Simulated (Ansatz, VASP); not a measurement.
Two plane-wave programs on Mo

```
Mo
1.0
     2.57554    0.00000    0.00000
     0.00000    2.57554    0.00000
     0.00000    0.00000    2.57554
Mo
1
Direct
  0.00000 0.00000 0.00000
```

Alike in both runs: task relaxation of cell and atoms; functional PBE; k mesh 16 × 16 × 16; occupations fermi-dirac, width 0.08 eV; no spin polarisation.

```csv
,VASP,Ansatz
version,VASP 6.6.1,Ansatz 0.2.0
potentials or method,"VASP PAW PBE potentials, release 64 (Mo_sv)","PAW with Ansatz's default frozen-core files, scalar-relativistic"
plane-wave cutoff (eV),600,420
valence electrons in the cell,14,14
```

```csv
,VASP,Ansatz,Ansatz less VASP
relaxed volume (Å³/atom),17.69,17.65,-0.037
relaxed cell length with the largest relative difference (Å),2.605,2.604,-0.0018
energy change over the relaxation (meV/atom),-13,-11,+1.5
```
